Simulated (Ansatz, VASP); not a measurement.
**Rh: VASP beside Ansatz**

```
Rh
1.0
     4.26256    0.00000    0.00000
    -2.13128    3.69149    0.00000
     0.00000    0.00000    2.48714
Rh
2
Direct
  0.33333 0.66667 0.50000
  0.66667 0.33333 0.50000
```

Alike in both runs: functional PBE; k mesh 18 × 18 × 22; occupations gaussian, width 0.1 eV; no spin polarisation.

Ansatz relaxed the structure, and its values are those at the end. VASP's run is a single point on that final structure, the one shown.

|  | VASP | Ansatz |
| --- | --- | --- |
| version | VASP 6.6.1 | Ansatz 0.2.0 |
| potentials or method | VASP PAW PBE potentials, release 64 (Rh_pv) | scalar-relativistic, plane waves, PAW |
| plane-wave cutoff (eV) | 520 | 420 |
| valence electrons in the cell | 30 | 34 |

Ansatz gave:

```
gap on the k mesh at the Fermi level (eV) : none
pressure (GPa)                            : 0.0
```

**Question.** Which values does VASP return?

**Answer.** gap on the k mesh at the Fermi level (eV): none; pressure (GPa): 0.1.

A gap of «none» marks a metal or a gap that the smearing closes. The two sets of potentials don't hold the same shells in valence.
